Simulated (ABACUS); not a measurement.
The system is ZrN.

```
Zr N
1.0
     0.00000    2.30000    2.30000
     2.30000    0.00000    2.30000
     2.30000    2.30000    0.00000
Zr N
1 1
Direct
  0.50000 0.50000 0.50000
  0.00000 0.00000 0.00000
```

```yaml
Program: ABACUS 3.10.1
Task: single point
Functional: PBE
Potentials_or_basis: PseudoDojo NC SR 0.4.1 PBE standard
Cutoff: 1143 eV
Density_cutoff: 4572 eV
Basis: plane waves
k_mesh: 10 × 10 × 10
Occupations: fermi-dirac, width 0.05 eV
Spin: no spin polarisation
```

On this cell: pressure -0.6 GPa; largest force zero by symmetry; band gap on the k mesh none (metal or under the smearing width).

The same run follows on a disturbed copy (atoms moved at random, drawn with an rms of 0.05 Å):

```
CELL_PARAMETERS angstrom
0.00000 2.30000 2.30000
2.30000 0.00000 2.30000
2.30000 2.30000 0.00000
ATOMIC_POSITIONS crystal
Zr 0.49908 0.50418 0.49783
N 0.00043 0.99544 0.00642
```

**Question.** What does the disturbed cell give?

**Answer.** The energy (extrapolated to zero smearing) moves by -0.8 meV/atom; pressure -0.5 GPa; largest force 0.277 eV/Å; band gap on the k mesh none (metal or under the smearing width).

Forces in eV/Å, atoms in the order of the input:
```
Zr  -0.004  0.222 -0.166
N    0.004 -0.222  0.166
```

Stress tensor (GPa, compression positive):
```
-0.60  0.00  0.00
 0.00 -0.48  0.04
 0.00  0.04 -0.53
```

The work of the forces gives +2.0 meV/atom, so energy and forces disagree here: the move is beyond the harmonic range, or one of them holds noise.
